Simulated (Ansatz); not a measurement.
## Deforming W

```yaml
crystal:
  lattice:
    - [-1.59730, 1.59730, 1.59730]
    - [1.59730, -1.59730, 1.59730]
    - [1.59730, 1.59730, -1.59730]
  atoms:
    - { symbol: W, position: [0.00000, 0.00000, 0.00000] }
```

The cell comes from COD entry 9006499, which wasn't checked; take it as a given geometry. It was measured hot, at 2171 K.

No spin–orbit coupling, which matters for the heavy atoms here.

Theory: DFT, PBE, all-electron LAPW, scalar-relativistic (Ansatz 0.2.0).

Settings: a Γ-centred 14×14×14 k mesh, Fermi–Dirac smearing of 0.08 eV, basis error target 1 meV/atom, no spin polarisation.

The unchanged cell is at -2.71 GPa, so energy changes include a term −P ΔV where the volume moves.

In a metal, stresses and small energies carry noise from the k mesh.

x, y and z are the Cartesian axes of the cell as listed; fractional coordinates follow a strain, and an engineering shear is twice the off-diagonal strain component.

Problem. With this change (z strained by +2 % at fixed volume), what becomes of the energy and stress?

Solution. Energy change +8 meV/atom; stress change (xx, yy, zz, yz, xz, xy) 2.66, 2.66, -5.23, 0.00, 0.00, 0.00 GPa, compression positive.

Problem. With this change (x and y strained by +1.5 %, z held), what becomes of the energy and stress?

Solution. Energy change +23 meV/atom; stress change (xx, yy, zz, yz, xz, xy) -9.47, -9.47, -5.38, 0.00, 0.00, 0.00 GPa, compression positive.
